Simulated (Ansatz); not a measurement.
This script makes an equation of state with a fit of MgO, space group P6_3mc with Ansatz 0.2.0 through its Python package.

`eos_mgo.py`
```python
import ansatz as az
import numpy as np
from scipy.optimize import curve_fit

VECTORS = np.array([
    [3.30778699, 0.0, 0.0],
    [-1.65389349, 2.86462756, 0.0],
    [0.0, 0.0, 4.98288167],
])
SITES = [
    ("Mg", (1 / 3, 2 / 3, 0.00215974)),
    ("Mg", (2 / 3, 1 / 3, 0.50215974)),
    ("O", (1 / 3, 2 / 3, 0.40244026)),
    ("O", (2 / 3, 1 / 3, 0.90244026)),
]


def build(cell):
    crystal = az.Crystal(lattice=az.Lattice.of(cell))
    for symbol, position in SITES:
        crystal = crystal.atom(symbol, position)
    return crystal

def vinet(v, e0, v0, b0, b1):
    eta = (v / v0) ** (1 / 3)
    return e0 + 2 * b0 * v0 / (b1 - 1) ** 2 * (2 - (5 + 3 * b1 * (eta - 1) - 3 * eta) * np.exp(-1.5 * (b1 - 1) * (eta - 1)))


def main() -> None:
    volumes, energies = [], []
    for scale in np.linspace(0.94, 1.06, 7):
        cell = VECTORS * scale ** (1 / 3)
        setup = (
            build(cell).calculation()
            .functional("r2SCAN")
            .pseudopotentials("paw")
            .basis(750)
            .accuracy("low")
            .occupations("fixed")
            .initial_density(normalization="cell")
            .scf(tolerance=1e-08, max_iterations=60, algorithm="direct_min")
            .kpoints(6, 6, 4)
        )
        data = setup.run().report
        volumes.append(abs(np.linalg.det(cell)) / len(SITES))
        energies.append(data["free_energy_ev"] / len(SITES))
        print(f"V = {volumes[-1]:8.4f} A^3/atom  F = {energies[-1]:.5f} eV/atom")

    guess = (min(energies), volumes[int(np.argmin(energies))], 0.5, 4.5)
    (e0, v0, b0, b1), _ = curve_fit(vinet, np.array(volumes), np.array(energies), p0=guess, maxfev=20000)
    print(f"Vinet fit: V0 = {v0:.4f} A^3/atom, B0 = {160.21766 * b0:.1f} GPa, B1 = {b1:.2f}")
    print("largest residual", round(1000 * float(np.abs(vinet(np.array(volumes), e0, v0, b0, b1) - energies).max()), 3), "meV/atom")


if __name__ == "__main__":
    main()
```

Its results, one of them left out:

| V (Å³/atom) | F less the lowest row shown (meV/atom) |
| --- | --- |
| 11.096 | 15.75 |
| 11.332 | 6.15 |
| 11.568 | ? |
| 11.804 | 0.00 |
| 12.040 | 2.64 |
| 12.276 | 8.61 |
| 12.512 | 17.58 |

What is the missing energy at 11.568 Å³ an atom?

A third-order Birch-Murnaghan fit, E = E0 + (9 V0 B0 / 16) [(t - 1)³ B' + (t - 1)² (6 - 4t)] with t = (V0/V)^(2/3), through the 6 rows shown gives V0 = 11.749 Å³, B0 = 127.1 GPa, B' = 4.01 and E0 = -0.10 meV. At V = 11.568 Å³, t = 1.01042, and the fit interpolates to 1.04 meV. The run gave 1.04 meV, a miss of 0.00 meV.

The settings weren't tested for convergence. Shape and fractional positions are held along the curve, so the bulk modulus is an upper value where they are free to relax. The structure comes from a database of computed cells and needn't be a stable or known phase. Hardware and time: 2.5 min on 1 thread of Arm Neoverse V2 (shared host), peak memory 0.54 GiB.
